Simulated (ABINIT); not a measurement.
Crystal: CaO.

```
Ca O
1.0
     0.00000    2.40356    2.40356
     2.40356    0.00000    2.40356
     2.40356    2.40356    0.00000
Ca O
1 1
Direct
  0.00000 0.00000 0.00000
  0.50000 0.50000 0.50000
```

The cell is a database's computed one.

Base run:

```yaml
Program: ABINIT 10.8.3 (patched build)
Functional: WC
Potentials_or_basis: JTH PAW PBE v2.0
Cutoff: 626 eV
k_mesh: 10 × 10 × 10
Occupations: fermi-dirac, width 0.05 eV
Spin: no spin polarisation
```

Its results: band gap on the k mesh 3.56 eV, indirect (least direct gap 3.94 eV); pressure -3.0 GPa.

Q: After a change of settings the same cell gave: band gap on the k mesh 4.01 eV, indirect (least direct gap 4.38 eV); pressure 4.3 GPa. Which change was it?
A. functional from WC to PBEsol; k mesh from 10 × 10 × 10 to 13 × 13 × 13
B. functional from WC to HCTH407
C. functional from WC to revPBE

A: B.

Caveats: the PAW data sets were made with another functional, which shifts forces and pressure a little.

Runs at the PBE level aren't shown here.
